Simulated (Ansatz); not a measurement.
**S on Zr(0001): change of the work function**

How does S on the fcc site change the work function of Zr(0001) as the layer fills?

Method: plane-wave DFT, PBE, Ansatz PAW, in Ansatz 0.2.0.

## Step 1: The structure

The cell holds 4 atoms: 4 Zr. Cell: a = 3.230 Å, b = 3.230 Å, c = 25.718 Å, α = 90.0°, β = 90.0°, γ = 60.0°. Vacuum lies along c.

As a file:

```cif
data_structure
_symmetry_space_group_name_H-M 'P 1'
_symmetry_Int_Tables_number 1
_cell_length_a 3.2300
_cell_length_b 3.2300
_cell_length_c 25.7181
_cell_angle_alpha 90.000
_cell_angle_beta 90.000
_cell_angle_gamma 60.000
_cell_volume 232.37
loop_
_atom_site_label
_atom_site_type_symbol
_atom_site_fract_x
_atom_site_fract_y
_atom_site_fract_z
_atom_site_occupancy
Zr1 Zr 0.66667 0.66667 0.34995 1
Zr2 Zr 0.00000 0.00000 0.44998 1
Zr3 Zr 0.66667 0.66667 0.55002 1
Zr4 Zr 0.00000 0.00000 0.65005 1
```

## Step 2: The clean slab

The bare slab comes first, as the zero from which every change is counted. The two lowest layers are held at bulk places and the upper ones relax. The dipole correction removes the false field that a one-sided slab makes across the periodic vacuum, so each face gets a flat vacuum level of its own.

The input, input.yaml:

```yaml
crystal:
  lattice:
    - [3.23, 0.0, 0.0]
    - [1.615, 2.7972620542, 0.0]
    - [0.0, 0.0, 25.718085]
  atoms:
    - { symbol: Zr, position: [0.6666666667, 0.6666666667, 0.3499482951] }
    - { symbol: Zr, position: [0.0, 0.0, 0.449982765] }
    - { symbol: Zr, position: [0.6666666667, 0.6666666667, 0.550017235] }
    - { symbol: Zr, position: [0.0, 0.0, 0.6500517049] }
kpoints:
  mp_grid: { grid: [12, 12, 1] }
hamiltonian:
  xc: pbe
scf:
  occupations: { method: fermi_dirac, width: 0.1 }
  convergence: { dr2_threshold: 1.0e-08 }
efield:
  axis: 3
  dipole_correction: true
  ramp_position: 0.97
  ramp_width: 0.06
relax:
  f_tol: 0.02
  max_steps: 60
  constraints: [{ sites: [0, 1] }]
output:
  write_potential: true
  write_density: true
  volumetric_format: npy
```

Launch:

```console
$ ansatz run input.yaml --threads 4 --pin off --max-ram 16384MiB --backend cpu --events-out ev --progress --plain --runs-dir out
```

Numbers of over 12 decimals in the logs are rounded to 6 here.

The program printed:

```text
Engine: ansatz 0.2.0, aarch64-unknown-linux-gnu
Pseudopotentials: kind: paw
Pseudopotential: Zr, paw, valence charge 12, recommended cutoff 420 eV (normal), Zr.paw.azcp
Functional definition: PBE
  parameter kappa = 0.804
  parameter beta = 0.066725
  exchange = pbe_x(kappa = kappa, mu = beta*pi^2/3)
  correlation = pbe_c(beta = beta)
Crystal: 4 atoms, lattice volume = 232.367 Å³
Basis set: ecut = 420 eV, 4609 PW (Γ), exchange–correlation on 48×48×360 points (8 copies of the dense FFT grid, shifted against one another)
Bands: 29, of which v1, the nominal top of the filled ones, is band 24 counted from 1 (23 counted from 0)
Symmetry: 6 space group operations
k-points: 19 of 144 (time reversal used)
Non-local potential: Zr, projectors of the file, l = 0: 3, l = 1: 2, l = 2: 2, l = 3: 2
PAW form: soft (Blöchl's): semilocal exchange-correlation on the pseudo side does not see the compensation charge
PAW one-centre angular grid: Zr, 590 points (default); XC on 64 Gauss nodes
Initial density: superposition of atomic densities (neutral atoms: chi_scale 0, normalization atom), corrected by the library's trained network
Initial wavefunctions: pseudopotential atomic-orbital guess
Functional: x = pbe(κ = 0.804, μ = 0.219515), c = pbe(β = 0.066725)
SCF iter   1: F=—  HF=-16733.557492 eV  |F-HF|=—  |Δ(HF+E_count)|=         —  Δρ=4.44e-3  dr2=5.33e-1  ethr=1.77e-3  p=-0.000 e·Å  D=-3.08e-14 V/Å  ΔV_dip=0.00 eV  dr2_dipole=1.07e-7  V_vac-E_F(+/−)=4.13/4.13 eV  ⟨swp⟩=5.6  Hψ=5350  notcnv=0
efield: sawtooth ramp at fractional position 0.9700 (set: `efield.ramp_position`, or a place that a band, a saddle search or an elastic batch's reference lends), width 0.0600; the density the first Hamiltonian is built on has a dipole p = -0.000 e·Å; the dipole correction subtracts the counter field D = -3.08e-14 V/Å, which shifts the + side's vacuum level by +0.00 eV against the − side's; the planar-averaged density in the ramp window peaks in size at 2.6e-5 e/Å³
automatic band count: the SCF goes on with 34 bands, as 29 were too few: the levels above may hold too much charge
preconditioner: auto → LDOS  [metal: Δε(μ)=0.039 eV  Ē_g=3.166 eV  σ=0.100 eV  W_gap=0.10  n_scr=16 (ndim 8)  ℏωp=9.7 eV  f_vac=0.521  D(μ)=7.16/eV (n_scr^D=48)  β→1.0]
SCF iter   2: F=—  HF=-16733.547518 eV  |F-HF|=—  |Δ(HF+E_count)|=   9.97e-3  Δρ=1.07e-3  dr2=7.25e-3  ethr=1.11e-3  p=0.000 e·Å  D=1.44e-5 V/Å  ΔV_dip=-0.00 eV  dr2_dipole=5.05e-9  V_vac-E_F(+/−)=4.15/4.15 eV  ⟨swp⟩=1.6  Hψ=814  notcnv=0
SCF iter   3: F=—  HF=-16733.548011 eV  |F-HF|=—  |Δ(HF+E_count)|=   4.93e-4  Δρ=4.15e-4  dr2=2.47e-3  ethr=1.51e-5  p=0.000 e·Å  D=3.77e-6 V/Å  ΔV_dip=-0.00 eV  dr2_dipole=2.22e-8  V_vac-E_F(+/−)=4.17/4.17 eV  ⟨swp⟩=2.7  Hψ=1033  notcnv=0
SCF iter   4: F=—  HF=-16733.548012 eV  |F-HF|=—  |Δ(HF+E_count)|=   1.52e-6  Δρ=1.52e-4  dr2=1.70e-4  ethr=5.15e-6  p=0.000 e·Å  D=2.33e-6 V/Å  ΔV_dip=-0.00 eV  dr2_dipole=5.95e-9  V_vac-E_F(+/−)=4.17/4.17 eV  ⟨swp⟩=1.5  Hψ=817  notcnv=0
SCF iter   5: F=—  HF=-16733.548028 eV  |F-HF|=—  |Δ(HF+E_count)|=   1.60e-5  Δρ=4.96e-5  dr2=8.65e-6  ethr=3.55e-7  p=0.000 e·Å  D=5.99e-7 V/Å  ΔV_dip=-0.00 eV  dr2_dipole=1.25e-10  V_vac-E_F(+/−)=4.18/4.18 eV  ⟨swp⟩=2.2  Hψ=881  notcnv=0
SCF iter   6: F=—  HF=-16733.547888 eV  |F-HF|=—  |Δ(HF+E_count)|=   1.41e-4  Δρ=1.68e-5  dr2=1.31e-6  ethr=1.80e-8  p=0.000 e·Å  D=4.17e-7 V/Å  ΔV_dip=-0.00 eV  dr2_dipole=6.41e-11  V_vac-E_F(+/−)=4.18/4.18 eV  ⟨swp⟩=2.1  Hψ=956  notcnv=0
SCF iter   7: F=—  HF=-16733.547888 eV  |F-HF|=—  |Δ(HF+E_count)|=   6.91e-7  Δρ=5.91e-6  dr2=1.27e-7  ethr=2.73e-9  p=0.000 e·Å  D=1.54e-7 V/Å  ΔV_dip=-0.00 eV  dr2_dipole=2.77e-11  V_vac-E_F(+/−)=4.18/4.18 eV  ⟨swp⟩=2.0  Hψ=906  notcnv=0
SCF iter   8: F=-16733.547888 eV  HF=-16733.547888 eV  |F-HF|=4.81e-8  |Δ(HF+E_count)|=   6.78e-8  Δρ=1.61e-6  dr2=6.81e-9  ethr=2.08e-11  p=0.000 e·Å  D=8.39e-8 V/Å  ΔV_dip=-0.00 eV  dr2_dipole=3.85e-12  V_vac-E_F(+/−)=4.18/4.18 eV  ⟨swp⟩=7.9  Hψ=4633  notcnv=0
SCF 1 converged in 8 iterations: F = -16733.547888 eV  dr2 = 6.81e-9
  greatest PAW one-centre occupation: 0.996 electrons in one spin orbital (limit 2), on the Zr atom at site 0 (counted from 0), in its partial waves of l = 0
relax step   1: F+E_penalty+E_count = -16733.54788850 eV  Δ(F+E_penalty+E_count) = +0.000e0 eV  max|allowed force component| = 6.086e-1 eV/Å  Δτ_max = 0.0000 Å  (8 SCF iters, accepted)
Bands: 34, of which v1, the nominal top of the filled ones, is band 24 counted from 1 (23 counted from 0)
Initial density: handed on by an earlier stage of this run
Initial wavefunctions: those handed on with the density
SCF iter   1: F=—  HF=-16733.682250 eV  |F-HF|=—  |Δ(HF+E_count)|=         —  Δρ=8.16e-3  dr2=2.95e0  ethr=3.10e-3  p=0.000 e·Å  D=2.63e-8 V/Å  ΔV_dip=-0.00 eV  dr2_dipole=4.96e-1  V_vac-E_F(+/−)=4.17/4.17 eV  ⟨swp⟩=3.9  Hψ=1617  notcnv=1
efield: sawtooth ramp at fractional position 0.9700 (set: `efield.ramp_position`, or a place that a band, a saddle search or an elastic batch's reference lends), width 0.0600; the density the first Hamiltonian is built on has a dipole p = 0.000 e·Å; the dipole correction subtracts the counter field D = 2.63e-8 V/Å, which shifts the + side's vacuum level by -0.00 eV against the − side's; the planar-averaged density in the ramp window peaks in size at 6.6e-7 e/Å³
preconditioner: auto → LDOS  [metal: Δε(μ)=0.013 eV  Ē_g=3.209 eV  σ=0.100 eV  W_gap=0.03  n_scr=16 (ndim 8)  ℏωp=9.7 eV  f_vac=0.523  D(μ)=6.61/eV (n_scr^D=36)  β→1.0]
SCF iter   2: F=—  HF=-16733.583618 eV  |F-HF|=—  |Δ(HF+E_count)|=   9.86e-2  Δρ=3.85e-3  dr2=1.51e-1  ethr=3.10e-3  p=0.006 e·Å  D=4.52e-3 V/Å  ΔV_dip=-0.12 eV  dr2_dipole=7.53e-3  V_vac-E_F(+/−)=4.08/4.19 eV  ⟨swp⟩=2.1  Hψ=1007  notcnv=0
SCF iter   3: F=—  HF=-16733.575182 eV  |F-HF|=—  |Δ(HF+E_count)|=   8.44e-3  Δρ=1.72e-3  dr2=3.30e-2  ethr=3.14e-4  p=0.002 e·Å  D=1.91e-3 V/Å  ΔV_dip=-0.05 eV  dr2_dipole=1.60e-3  V_vac-E_F(+/−)=4.14/4.19 eV  ⟨swp⟩=2.1  Hψ=1085  notcnv=0
SCF iter   4: F=—  HF=-16733.570450 eV  |F-HF|=—  |Δ(HF+E_count)|=   4.73e-3  Δρ=3.20e-4  dr2=1.62e-3  ethr=6.87e-5  p=0.003 e·Å  D=2.32e-3 V/Å  ΔV_dip=-0.06 eV  dr2_dipole=6.30e-4  V_vac-E_F(+/−)=4.12/4.18 eV  ⟨swp⟩=2.2  Hψ=884  notcnv=0
SCF iter   5: F=—  HF=-16733.570491 eV  |F-HF|=—  |Δ(HF+E_count)|=   4.15e-5  Δρ=8.70e-5  dr2=4.19e-5  ethr=3.38e-6  p=0.003 e·Å  D=2.22e-3 V/Å  ΔV_dip=-0.06 eV  dr2_dipole=8.73e-12  V_vac-E_F(+/−)=4.13/4.18 eV  ⟨swp⟩=1.8  Hψ=842  notcnv=0
[...]
SCF iter   2: F=—  HF=-16733.588226 eV  |F-HF|=—  |Δ(HF+E_count)|=   1.75e-2  Δρ=1.52e-3  dr2=1.85e-2  ethr=1.00e-3  p=0.000 e·Å  D=1.96e-4 V/Å  ΔV_dip=-0.01 eV  dr2_dipole=1.41e-3  V_vac-E_F(+/−)=4.18/4.18 eV  ⟨swp⟩=2.1  Hψ=746  notcnv=0
SCF iter   3: F=—  HF=-16733.587671 eV  |F-HF|=—  |Δ(HF+E_count)|=   5.55e-4  Δρ=9.07e-4  dr2=7.70e-3  ethr=3.86e-5  p=0.002 e·Å  D=1.21e-3 V/Å  ΔV_dip=-0.03 eV  dr2_dipole=1.55e-4  V_vac-E_F(+/−)=4.15/4.18 eV  ⟨swp⟩=2.0  Hψ=1095  notcnv=0
SCF iter   4: F=—  HF=-16733.586446 eV  |F-HF|=—  |Δ(HF+E_count)|=   1.23e-3  Δρ=2.74e-4  dr2=8.39e-4  ethr=1.60e-5  p=0.001 e·Å  D=8.17e-4 V/Å  ΔV_dip=-0.02 eV  dr2_dipole=2.72e-5  V_vac-E_F(+/−)=4.16/4.18 eV  ⟨swp⟩=2.4  Hψ=905  notcnv=0
SCF iter   5: F=—  HF=-16733.586352 eV  |F-HF|=—  |Δ(HF+E_count)|=   9.43e-5  Δρ=8.20e-5  dr2=6.18e-5  ethr=1.75e-6  p=0.001 e·Å  D=5.20e-4 V/Å  ΔV_dip=-0.01 eV  dr2_dipole=1.67e-7  V_vac-E_F(+/−)=4.17/4.18 eV  ⟨swp⟩=2.2  Hψ=858  notcnv=0
SCF iter   6: F=—  HF=-16733.586339 eV  |F-HF|=—  |Δ(HF+E_count)|=   1.30e-5  Δρ=1.74e-5  dr2=2.75e-6  ethr=1.29e-7  p=0.001 e·Å  D=4.48e-4 V/Å  ΔV_dip=-0.01 eV  dr2_dipole=4.52e-8  V_vac-E_F(+/−)=4.17/4.18 eV  ⟨swp⟩=2.4  Hψ=943  notcnv=0
SCF iter   7: F=—  HF=-16733.586204 eV  |F-HF|=—  |Δ(HF+E_count)|=   1.35e-4  Δρ=3.61e-6  dr2=7.09e-8  ethr=5.73e-9  p=0.001 e·Å  D=4.12e-4 V/Å  ΔV_dip=-0.01 eV  dr2_dipole=1.38e-8  V_vac-E_F(+/−)=4.17/4.18 eV  ⟨swp⟩=2.2  Hψ=939  notcnv=0
SCF iter   8: F=-16733.586204 eV  HF=-16733.586204 eV  |F-HF|=4.09e-9  |Δ(HF+E_count)|=   3.16e-8  Δρ=1.22e-6  dr2=9.28e-9  ethr=2.08e-11  p=0.001 e·Å  D=4.07e-4 V/Å  ΔV_dip=-0.01 eV  dr2_dipole=1.17e-9  V_vac-E_F(+/−)=4.17/4.18 eV  ⟨swp⟩=9.7  Hψ=4356  notcnv=0
SCF 3 converged in 8 iterations: F = -16733.586204 eV  dr2 = 9.28e-9
relax step   3: F+E_penalty+E_count = -16733.58620364 eV  Δ(F+E_penalty+E_count) = -1.585e-2 eV  max|allowed force component| = 5.321e-2 eV/Å  Δτ_max = 0.0631 Å  (8 SCF iters, accepted)
SCF iter   1: F=—  HF=-16733.587053 eV  |F-HF|=—  |Δ(HF+E_count)|=         —  Δρ=4.83e-4  dr2=5.16e-3  ethr=3.16e-4  p=0.001 e·Å  D=4.07e-4 V/Å  ΔV_dip=-0.01 eV  dr2_dipole=1.05e-5  V_vac-E_F(+/−)=4.17/4.18 eV  ⟨swp⟩=2.0  Hψ=1029  notcnv=0
efield: sawtooth ramp at fractional position 0.9700 (set: `efield.ramp_position`, or a place that a band, a saddle search or an elastic batch's reference lends), width 0.0600; the density the first Hamiltonian is built on has a dipole p = 0.001 e·Å; the dipole correction subtracts the counter field D = 4.07e-4 V/Å, which shifts the + side's vacuum level by -0.01 eV against the − side's; the planar-averaged density in the ramp window peaks in size at 5.7e-7 e/Å³
preconditioner: auto → LDOS  [metal: Δε(μ)=0.004 eV  Ē_g=3.183 eV  σ=0.100 eV  W_gap=0.01  n_scr=16 (ndim 8)  ℏωp=9.7 eV  f_vac=0.522  D(μ)=6.82/eV (n_scr^D=48)  β→1.0]
SCF iter   2: F=—  HF=-16733.586760 eV  |F-HF|=—  |Δ(HF+E_count)|=   2.92e-4  Δρ=2.72e-4  dr2=1.00e-3  ethr=1.08e-5  p=0.001 e·Å  D=9.51e-4 V/Å  ΔV_dip=-0.02 eV  dr2_dipole=2.26e-5  V_vac-E_F(+/−)=4.15/4.18 eV  ⟨swp⟩=2.1  Hψ=911  notcnv=0
SCF iter   3: F=—  HF=-16733.586702 eV  |F-HF|=—  |Δ(HF+E_count)|=   5.86e-5  Δρ=8.73e-5  dr2=6.36e-5  ethr=2.09e-6  p=0.001 e·Å  D=6.71e-4 V/Å  ΔV_dip=-0.02 eV  dr2_dipole=7.28e-7  V_vac-E_F(+/−)=4.16/4.18 eV  ⟨swp⟩=2.1  Hψ=839  notcnv=0
SCF iter   4: F=—  HF=-16733.586682 eV  |F-HF|=—  |Δ(HF+E_count)|=   1.96e-5  Δρ=2.43e-5  dr2=2.38e-6  ethr=1.32e-7  p=0.001 e·Å  D=6.62e-4 V/Å  ΔV_dip=-0.02 eV  dr2_dipole=5.94e-9  V_vac-E_F(+/−)=4.16/4.18 eV  ⟨swp⟩=2.1  Hψ=1056  notcnv=0
SCF iter   5: F=—  HF=-16733.586552 eV  |F-HF|=—  |Δ(HF+E_count)|=   1.30e-4  Δρ=6.36e-6  dr2=2.66e-7  ethr=4.97e-9  p=0.001 e·Å  D=6.28e-4 V/Å  ΔV_dip=-0.02 eV  dr2_dipole=1.02e-11  V_vac-E_F(+/−)=4.16/4.18 eV  ⟨swp⟩=2.1  Hψ=870  notcnv=0
SCF iter   6: F=—  HF=-16733.586552 eV  |F-HF|=—  |Δ(HF+E_count)|=   9.85e-8  Δρ=2.51e-6  dr2=6.71e-8  ethr=5.53e-10  p=0.001 e·Å  D=6.03e-4 V/Å  ΔV_dip=-0.02 eV  dr2_dipole=4.48e-9  V_vac-E_F(+/−)=4.16/4.18 eV  ⟨swp⟩=2.4  Hψ=942  notcnv=0
SCF iter   7: F=-16733.586552 eV  HF=-16733.586552 eV  |F-HF|=1.46e-9  |Δ(HF+E_count)|=   6.63e-9  Δρ=9.70e-7  dr2=6.97e-9  ethr=2.08e-11  p=0.001 e·Å  D=5.86e-4 V/Å  ΔV_dip=-0.02 eV  dr2_dipole=4.64e-10  V_vac-E_F(+/−)=4.16/4.18 eV  ⟨swp⟩=6.9  Hψ=4304  notcnv=0
SCF 4 converged in 7 iterations: F = -16733.586552 eV  dr2 = 6.97e-9
relax step   4: F+E_penalty+E_count = -16733.58655243 eV  Δ(F+E_penalty+E_count) = -3.488e-4 eV  max|allowed force component| = 8.148e-3 eV/Å  Δτ_max = 0.0117 Å  (7 SCF iters, accepted)
NSCF: frozen V_eff on 19 k-points
the band table was solved once a step of the walk had ended and its energy, with any forces and stress, was formed, with the checks that follow a solve (2926 applications of the Hamiltonian). They found nothing against the state; the energy, forces and stress were not computed again (output.eigenvalues in the input reference)
WARN: The input density's exchange-correlation potential varies sharply where the density is thin. Do not read a vacuum level from v_tot or v_xc, or from such a field of the output density. On a cell that repeats whose density bears no net charge and no dipole along the vacuum's axis use v_es (v_loc + v_h of the components); under efield.dipole_correction with no amplitude use v_es + v_field, which holds any external [...]
SCF converged after 7 iterations
Free energy (F): -16733.586552 eV
Harris-Foulkes:  -16733.586552 eV  (|F-HF|=1.46e-9)
Internal energy: -16733.365929 eV  (E = F + TS)
E sigma→0 (E₀):  -16733.476241 eV
Entropy (-TS):   -0.220623 eV (-55.156 meV/atom)
Fermi energy:    3.221640 eV
Dipole field:    D = 0.000559 V/Å  (p = 0.000718 e·Å, saw-weighted, corrected)
Work function:   Φ+ = 4.1653 eV   Φ− = 4.1797 eV
Levels:          The Fermi level and band energies are counted from a zero that moves with the ramp; work functions are not
--- Per-component energies (eV) ---
  E_band       = -903.791514
  E_kinetic    = 1326.002279
  E_local      = -39066.160198  (includes V_loc(G=0)·N_el)
  E_nonlocal   = 323.579393
  E_hartree    = 18796.930185
  E_xc         = -642.831300
  E_vxc        = -758.598660  (∫ρ·V_xc dr)
  E_paw        = -11816.668412  (= ΣΔE_a)
  E_vpaw       = -322.475559  (= ΣTr[D̂ρ^β])
  E_aug_tail   = 0.000098  (compensation charges beyond the density's cutoff)
  E_efield     = 0.000000  (sawtooth field / dipole correction)
  E_vefield    = -0.000443  (∫n·V_field dr)
  E_ewald      = 14345.782025
  E_smearing   = -0.220623  (= −TS)
  E_closure    = 0.000000  (closes the sum)
  Σ components = -16733.586552   (vs F -16733.586552, Δ=0.00e0)
--- Forces (eV/Å), atoms counted from 1 ---
  atom   1  Zr     0.00000000    -0.00000000     0.45026778
  atom   2  Zr    -0.00000000     0.00000000    -0.44766616
  atom   3  Zr     0.00000000    -0.00000000    -0.00814794
  atom   4  Zr     0.00000000     0.00000000     0.00554617
  max |Σ_I F_I| component: 1.43e-7 eV/Å
--- Band table (eV; the first three rows and the last of 19) ---
  k-point 0: bands = [... 20 lower, 2.9732, 3.2750, 3.7893, 3.8564, 3.9939, 3.9939, 4.0865, 4.0865, ... 6 higher]
  k-point 1: bands = [... 20 lower, 2.8778, 3.2564, 3.5627, 3.6203, 3.8534, 3.9788, 4.1411, 4.2093, ... 6 higher]
  k-point 2: bands = [... 20 lower, 2.5727, 2.9194, 3.0801, 3.3553, 3.5026, 3.6525, 4.0458, 4.2786, ... 6 higher]
  k-point 18: bands = [... 20 lower, 2.1808, 2.4031, 2.4729, 3.2680, 3.2803, 3.3333, 3.3858, 3.4952, ... 6 higher]
--- Relaxed structure (4 steps of the walk, 4 accepted, 0 SCFs on fresh bases) ---
  F+E_penalty+E_count = -16733.58655243 eV   max|allowed force component| = 8.148e-3 eV/Å
  atoms:
    - { symbol: Zr, position: [0.666667, 0.666667, 0.3499482951] }
    - { symbol: Zr, position: [0.0, 0.0, 0.449982765] }
    - { symbol: Zr, position: [0.666667, 0.666667, 0.553889] }
    - { symbol: Zr, position: [-1.312544850788687e-18, -4.428137159959304e-19, 0.648750] }
```

It took 13 s on 4 threads of Arm Neoverse V1, shared host; peak memory 0.58 GiB; 49 s of CPU time.

Relaxation path:

| step | energy less that of the first step (eV) | largest force component (eV/Å) |
| --- | --- | --- |
| 1 | 0.0000 | 0.6086 |
| 2 | -0.0225 | 0.4689 |
| 3 | -0.0383 | 0.0532 |
| 4 | -0.0387 | 0.0081 |

The run keeps the 6 symmetry operations that it works with, so distortions that break them were not tested.

The atoms that moved most (Å):

| atom | dx | dy | dz | length |
| --- | --- | --- | --- | --- |
| Zr3 | 0.000 | 0.000 | 0.100 | 0.100 |
| Zr4 | 0.000 | 0.000 | -0.033 | 0.033 |

Final coordinates:

```cif
data_structure
_symmetry_space_group_name_H-M 'P 1'
_symmetry_Int_Tables_number 1
_cell_length_a 3.2300
_cell_length_b 3.2300
_cell_length_c 25.7181
_cell_angle_alpha 90.000
_cell_angle_beta 90.000
_cell_angle_gamma 60.000
_cell_volume 232.37
loop_
_atom_site_label
_atom_site_type_symbol
_atom_site_fract_x
_atom_site_fract_y
_atom_site_fract_z
_atom_site_occupancy
Zr1 Zr 0.66667 0.66667 0.34995 1
Zr2 Zr 0.00000 0.00000 0.44998 1
Zr3 Zr 0.66667 0.66667 0.55389 1
Zr4 Zr 0.00000 0.00000 0.64875 1
```

This step gave:

```
energy at zero smearing   : -16733.4762 eV
work function, upper face : 4.165 eV
dipole along the normal   : 7.18e-4 e·Å
```

Running mean over 2.573 Å of the planar mean; the ramp of the sawtooth is left out. Electron's electrostatic potential energy less the Fermi level against z:

| z (Å) | electron's electrostatic potential energy less the Fermi level (eV) |
| --- | --- |
| 3.5 | 4.18 |
| 4.0 | 4.18 |
| 4.5 | 4.17 |
| 5.0 | 4.15 |
| 5.5 | 4.09 |
| 6.0 | 3.92 |
| 6.5 | 3.43 |
| 7.0 | 2.15 |
| 7.5 | -1.01 |
| 8.0 | -5.14 |
| 8.5 | -7.74 |
| 9.0 | -8.45 |
| 9.5 | -8.43 |
| 10.0 | -8.32 |
| 10.5 | -8.28 |
| 11.0 | -8.29 |
| 11.5 | -8.29 |
| 12.0 | -8.16 |
| 12.5 | -7.78 |
| 13.0 | -7.60 |
| 13.5 | -7.92 |
| 14.0 | -8.25 |
| 14.5 | -8.50 |
| 15.0 | -9.02 |
| 15.5 | -9.34 |
| 16.0 | -9.04 |
| 16.5 | -8.65 |
| 17.0 | -8.19 |
| 17.5 | -6.36 |
| 18.0 | -2.56 |
| 18.5 | 1.19 |
| 19.0 | 3.09 |
| 19.5 | 3.78 |
| 20.0 | 4.03 |
| 20.5 | 4.12 |
| 21.0 | 4.15 |
| 21.5 | 4.16 |
| 22.0 | 4.16 |
| 22.5 | 4.16 |

The relaxation took 4 steps and lowered the energy by 0.039 eV; the largest force on the free atoms ends at 0.0081 eV/Å.

The work function of the upper face is 4.17 eV.

(Part 1 of 4 ends here.)

[Logs are printed without paths, hosts, clocks, repeated set-up lines and the standing remarks that a program may print on its own settings, such as how far it seeks lower states.]

[Hosts, paths, dates, database ids (printed as entryN), source tags and the programs' standing remarks are cut or masked in the printed files.]

[Maps of the electrostatic potential energy from Ansatz leave out the sawtooth potential of an applied field or a dipole correction, so their vacuum need not be flat; planar profiles and work functions include it.]
